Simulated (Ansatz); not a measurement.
Li under changes of volume

One of the cells (21.609 Å³/atom); the others are scaled copies at fixed shape and fractional positions:

```xyz
1
Lattice="-1.7547 1.7547 1.7547 1.7547 -1.7547 1.7547 1.7547 1.7547 -1.7547" Properties=species:S:1:pos:R:3 pbc="T T T"
Li    0.0000    0.0000    0.0000
```

| Item | Value |
| --- | --- |
| Program | Ansatz 0.2.0 |
| Functional | PBE |
| Potentials or basis | PseudoDojo stringent (PBE files) |
| Cutoff | 1306 eV |
| Density cutoff | 5225 eV |
| k mesh | 11 × 11 × 11 |
| Occupations | fermi-dirac, width 0.05 eV |
| Spin | no spin polarisation |

```csv
volume (Å³/atom),energy over the lowest point (meV/atom),pressure (GPa)
20.312,0.00,0.0
20.744,?,?
21.177,1.72,-0.6
21.609,3.60,-0.8
22.041,6.08,-1.0
22.473,9.11,-1.2
22.905,12.65,-1.4
```

Question: What does the run at 20.744 Å³/atom give?

Answer: Energy over the lowest point 0.50 meV/atom; pressure -0.3 GPa.

Worked out: A Birch-Murnaghan fit of order 3 (a polynomial in V^(-2/3)) to the other rows has its minimum at 20.25 Å³/atom, just outside them, with B0 = V·E''(V) = 13.8 GPa and B' = 3.1. It gives 0.50 meV/atom at 20.744 Å³/atom, against the run's 0.50, and -dE/dV = -0.3 GPa, against -0.3.

Energies are extrapolated to zero smearing.
